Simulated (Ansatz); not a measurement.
# BeS: the band gap up the ladder of functionals

The task here is to estimate one member of a computed series from the others.

Code: Ansatz 0.2.0. PAW datasets, plane waves. Simulation only: spin-unpolarised, and no claim that this is the phase found in nature.

## Starting point

The cell was relaxed beforehand with r2SCAN.

It is hexagonal, P6_3/mmc (No. 194); a = 3.462 Å, c = 6.992 Å in the conventional setting, 18.15 Å³ an atom. Near Be stand 3 S at 2.00 Å; near S stand 3 Be at 2.00 Å.

As a file:

```cif
data_structure
_symmetry_space_group_name_H-M 'P6_3/mmc'
_symmetry_Int_Tables_number 194
_cell_length_a 3.4622
_cell_length_b 3.4622
_cell_length_c 6.9924
_cell_angle_alpha 90.000
_cell_angle_beta 90.000
_cell_angle_gamma 120.000
_cell_volume 72.59
loop_
_atom_site_label
_atom_site_type_symbol
_atom_site_symmetry_multiplicity
_atom_site_Wyckoff_symbol
_atom_site_fract_x
_atom_site_fract_y
_atom_site_fract_z
_atom_site_occupancy
Be1 Be 2 c 0.33333 0.66667 0.25000 1
S1 S 2 d 0.66667 0.33333 0.25000 1
```

Set-up of the first run:

input.yaml reads:

```yaml
crystal:
  lattice:
    - [3.4621570814, 0.0, 0.0]
    - [-1.7310785407, 2.9983159844, 0.0]
    - [0.0, 0.0, 6.9924280704]
  atoms:
    - { symbol: Be, position: [0.3333333333, 0.6666666667, 0.25] }
    - { symbol: Be, position: [0.6666666667, 0.3333333333, 0.75] }
    - { symbol: S, position: [0.6666666667, 0.3333333333, 0.25] }
    - { symbol: S, position: [0.3333333333, 0.6666666667, 0.75] }
kpoints:
  mp_grid: { grid: [12, 12, 4] }
  band_path:
    path:
      - [[0.0, 0.0, 0.0], [0.5, 2.025389469073e-17, 0.0], [0.3333333333333, 0.3333333333333, 0.0], [0.0, 0.0, 0.0], [0.0, 0.0, 0.5], [0.5, 2.025389469073e-17, 0.5], [0.3333333333333, 0.3333333333333, 0.5], [0.0, 0.0, 0.5]]
      - [[0.5, 2.025389469073e-17, 0.5], [0.5, 2.025389469073e-17, 0.0]]
      - [[0.3333333333333, 0.3333333333333, 0.5], [0.3333333333333, 0.3333333333333, 0.0]]
    npoints: 10
hamiltonian:
  xc: pbe
scf:
  occupations: { method: fermi_dirac, width: 0.02 }
  n_extra_bands: 5
output:
  forces: true
  stress: true
  eigenvalues: true
  write_density: true
  write_potential: true
  elf: true
  volumetric_format: npy
```

On the command line:

```bash
ansatz run input.yaml --threads 2 --pin off --max-ram 2211MiB --backend cpu --events-out ev --progress --plain --runs-dir out
```

Among the steps run: PBE bands along the symmetry lines; Single point with r2SCAN; Single point with HSE06; PBE0 at the same geometry; LDA at the same geometry; Quasiparticle levels, G0W0@PBE; G0W0 on PBE; DDH-PBE0; Single point with LC-ωPBE; r2SCAN0 at the same geometry.

One of the session's tables, all rows but one given; the rest of the session is left out.

```
                     level  gap (eV)
                       PBE      3.88
                    r2SCAN      4.39
                     HSE06      4.94
                      PBE0      5.67
                       LDA      3.64
G0W0@PBE (216 empty bands)      5.36
G0W0@PBE (537 empty bands)         ?
                  DDH-PBE0      5.50
                   LC-ωPBE     10.17
                   r2SCAN0      5.97
```

Estimate the missing values for G0W0@PBE (537 empty bands).

**Answer.** gap (eV): 5.48. In the column «gap (eV)» it lies between G0W0@PBE (216 empty bands) (5.36) and DDH-PBE0 (5.50).

Meshes: PBE 12×12×4, r2SCAN 12×12×4, HSE06 6×6×4, PBE0 6×6×4, LDA 12×12×4, DDH-PBE0 6×6×4, LC-ωPBE 6×6×4, r2SCAN0 6×6×4.

The gap runs from 3.64 eV (LDA) to 10.17 eV (LC-ωPBE). PBE reaches 71 % of the G0W0@PBE value, and r2SCAN 80 %. PBE0 lies 0.73 eV above HSE06, which differs from it by screening the long-range exchange. G0W0 here is at a finite number of bands, screening cutoff and k mesh, not at the basis limit.

Caveats from the session: Warnings in the runs' records: stress scf threshold loose, stress exchange threshold loose.
